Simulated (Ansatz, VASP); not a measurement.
One calculation of BN, two programs

INCAR

```
PREC = Accurate
ENCUT = 520
EDIFF = 1E-6
ISMEAR = 0
SIGMA = 0.02
LREAL = False
LASPH = True
NELM = 60
ALGO = Normal
ISIF = 2
LWAVE = False
LCHARG = False
GGA = PE
LORBIT = 10
```

Contents of KPOINTS:

```
Automatic mesh
0
Gamma
  12 12 4
```

POSCAR

```
BN
1.0
    2.4982400000      0.0000000000      0.0000000000
   -1.2491200000      2.1635393048      0.0000000000
    0.0000000000      0.0000000000      6.6357000000
N B
2 2
Direct
    0.6666666667      0.3333333333      0.2500000000
    0.3333333333      0.6666666667      0.7500000000
    0.6666666667      0.3333333333      0.7500000000
    0.3333333333      0.6666666667      0.2500000000
```

input.yaml

```yaml
crystal:
  lattice:
    - [2.49824, 0.0, 0.0]
    - [-1.24912, 2.1635393048, 0.0]
    - [0.0, 0.0, 6.6357]
  atoms:
    - { symbol: "N", position: [0.6666666667, 0.3333333333, 0.25] }
    - { symbol: "N", position: [0.3333333333, 0.6666666667, 0.75] }
    - { symbol: B, position: [0.6666666667, 0.3333333333, 0.75] }
    - { symbol: B, position: [0.3333333333, 0.6666666667, 0.25] }
hamiltonian:
  xc: pbe
  pseudopotentials: { kind: paw }
kpoints:
  mp_grid: { grid: [12, 12, 4] }
scf:
  occupations: { method: gaussian, width: 0.02 }
output:
  forces: true
  stress: true
  eigenvalues: true
```

Alike in both runs: functional PBE; k mesh 12 × 12 × 4; occupations gaussian, width 0.02 eV; no spin polarisation.

|  | VASP | Ansatz |
| --- | --- | --- |
| version | VASP 6.6.1 | Ansatz 0.2.0 |
| potentials or method | VASP PAW PBE potentials, release 64 (N, B) | Ansatz PAW |
| plane-wave cutoff (eV) | 520 | 420 |
| valence electrons in the cell | 16 | 16 |
| task | atomic charges | single point |

Ansatz gave:

```
gap on the k mesh at the Fermi level (eV)       : 4.29
least direct gap on the mesh (eV)               : 4.66
pressure (GPa)                                  : 5.1
largest component of the traceless stress (GPa) : 2.09
```

Question: Estimate VASP's values.

Answer: gap on the k mesh at the Fermi level (eV): 4.29; least direct gap on the mesh (eV): 4.66; pressure (GPa): 5.2; largest component of the traceless stress (GPa): 2.29.

Caveats: this functional lacks dispersion, which binds the layers, so the pressure and a relaxed spacing across them are unreliable; the pressure holds a Pulay correction of +0.6 GPa for the finite cutoff (Ansatz). Expect the measured gap to be larger: semilocal functionals such as PBE lack the derivative discontinuity. A k mesh can miss the band edges.
